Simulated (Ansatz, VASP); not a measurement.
## Pt in VASP and in Ansatz

```xyz
1
Lattice="0.0000 1.9467 1.9467 1.9467 0.0000 1.9467 1.9467 1.9467 0.0000" Properties=species:S:1:pos:R:3 pbc="T T T"
Pt    0.0000    0.0000    0.0000
```

Alike in both runs: functional LDA; k mesh 16 × 16 × 16; occupations gaussian, width 0.1 eV; no spin polarisation.

Ansatz relaxed the structure, and its values are those at the end. VASP's run is a single point on that final structure, the one shown.

```csv
,VASP,Ansatz
version,VASP 6.6.1,Ansatz 0.2.0
potentials or method,"VASP PAW LDA potentials, release 64 (Pt)","scalar-relativistic, plane waves, PAW"
plane-wave cutoff (eV),520,600
valence electrons in the cell,10,18
```

|  | VASP | Ansatz | Ansatz less VASP |
| --- | --- | --- | --- |
| gap on the k mesh at the Fermi level (eV) | none | none | - |
| pressure (GPa) | 0.8 | 0.0 | -0.80 |

A gap of «none» marks a metal or a gap that the smearing closes. The two sets of potentials don't hold the same shells in valence. Ansatz warned: «pseudo_functional_mismatch».

Spin-orbit coupling is left out, which matters for the levels of Pt.
